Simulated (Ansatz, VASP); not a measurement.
Ga: VASP beside Ansatz

Contents of INCAR:

```
PREC     = Accurate       # precision mode
ENCUT    = 520            # plane-wave cutoff, eV
EDIFF    = 1E-6           # SCF threshold, eV
ISMEAR   = 0              # smearing method
SIGMA    = 0.1            # smearing width, eV
LREAL    = False          # projectors in reciprocal space
LASPH    = True           # aspherical terms in the spheres
NELM     = 60             # most SCF steps
ALGO     = Fast           # electronic algorithm
ISIF     = 2              # what is computed and relaxed
LWAVE    = False          # write WAVECAR
LCHARG   = False          # write CHGCAR
NBANDS   = 34             # bands
```

KPOINTS

```
Automatic mesh
0
Gamma
  6 6 4
```

POSCAR

```
Ga
1.0
    2.2160233300     -3.7989918400      0.0000000000
    2.2160233300      3.7989918400      0.0000000000
    0.0000000000      0.0000000000      4.5555035300
Ga
4
Direct
    0.6556957200      0.3443042800      0.4154013900
    0.8443042800      0.1556957200      0.9154013900
    0.3443042800      0.6556957200      0.5845986100
    0.1556957200      0.8443042800      0.0845986100
```

Input for Ansatz:

```yaml
crystal:
  lattice:
    - [2.21602333, -3.79899184, 0.0]
    - [2.21602333, 3.79899184, 0.0]
    - [0.0, 0.0, 4.55550353]
  atoms:
    - { symbol: Ga, position: [0.65569572, 0.34430428, 0.41540139] }
    - { symbol: Ga, position: [0.84430428, 0.15569572, 0.91540139] }
    - { symbol: Ga, position: [0.34430428, 0.65569572, 0.58459861] }
    - { symbol: Ga, position: [0.15569572, 0.84430428, 0.08459861] }
basis:
  ecutwfc: 420
kpoints:
  mp_grid: { grid: [6, 6, 4] }
hamiltonian:
  xc: lda
  pseudopotentials: { kind: paw, azcp: { folder: soft_1 } }
scf:
  occupations: { method: gaussian, width: 0.1 }
output:
  forces: true
  stress: true
  eigenvalues: true
```

Alike in both runs: task single point; functional LDA; k mesh 6 × 6 × 4; occupations gaussian, width 0.1 eV; no spin polarisation.

```csv
,VASP,Ansatz
version,VASP 6.6.1,Ansatz 0.2.0
potentials or method,"VASP PAW LDA potentials, release 64 (Ga_d)","scalar-relativistic, plane waves, PAW"
plane-wave cutoff (eV),520,420
valence electrons in the cell,52,52
```

|  | VASP | Ansatz | Ansatz less VASP |
| --- | --- | --- | --- |
| gap on the k mesh at the Fermi level (eV) | none | none | - |
| pressure (GPa) | -2.6 | -2.7 | -0.13 |
| largest component of the traceless stress (GPa) | 0.76 | 0.79 | +0.034 |
| rms of the force components (eV/Å) | 0.026 | 0.026 | +0.0002 |

Atom by atom the forces differ by 0.000 eV/Å (rms over components). A gap of «none» marks a metal or a gap that the smearing closes. Ansatz warned: «pseudo_functional_mismatch».
